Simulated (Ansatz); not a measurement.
Surface calculation: rocksalt LiBr (110), 3 layers

The slab is cut from the rocksalt crystal, which needn't be the stable phase, as relaxed on PAW files (20.92 Å³/atom), with 16 Å of vacuum and a dipole correction:

```
CELL_PARAMETERS angstrom
3.89673 0.00000 0.00000
0.00000 5.51081 0.00000
0.00000 0.00000 19.89670
ATOMIC_POSITIONS crystal
Li 0.00000 0.25000 0.40208
Br 0.00000 0.75000 0.40208
Li 0.50000 0.75000 0.50000
Br 0.50000 0.25000 0.50000
Li 0.00000 0.25000 0.59792
Br 0.00000 0.75000 0.59792
```

All numbers are PBE results (scalar-relativistic) from Ansatz 0.2.0, with a Γ-centred 8×6×1 k mesh, Fermi–Dirac smearing of 0.02 eV, no spin polarisation. Methods: LAPW: all electrons, basis error target 1 meV/atom; PAW: frozen-core files, cutoff 420 eV.

The bulk energy comes from a cell in the slab's orientation on a 8×6×8 mesh. The surface energy is (E(slab) − N·E(bulk))/2A at zero smearing, the mean of both faces; thin slabs carry quantum-size effects.

The cell is 1×1, so reconstructions are forbidden.

Q: As cut, the LAPW slab lies 0.905 eV above 6 atoms of bulk. What surface energy is that?

A: Over two faces of 21.47 Å² it is 21.1 meV/Å², and times 16.02 J/m² per eV/Å² that gives γ = 0.338 J/m².

```tsv
method	γ as cut (J/m²)	γ relaxed (J/m²)
LAPW	0.338	?
```

Q: Give the missing entry: row "LAPW", column "γ relaxed (J/m²)".

A: 0.285.

Q: How do the spacings between the planes relax?

A: From the bottom face up: d12 -6.8 % of 1.948 Å, d23 -6.8 % of 1.948 Å. The outer plane rumples by 0.261 Å.

Q: Where do the band edges lie?

A: On the k mesh: gap 3.81 eV, valence top 5.98 eV below the vacuum level.

Q: What changes if the images along the normal are cut off in place of the dipole correction?

A: LAPW then gives: gap 3.81 eV, valence top 5.98 eV below the vacuum level; PAW: gap 3.81 eV, valence top 5.98 eV below the vacuum level.
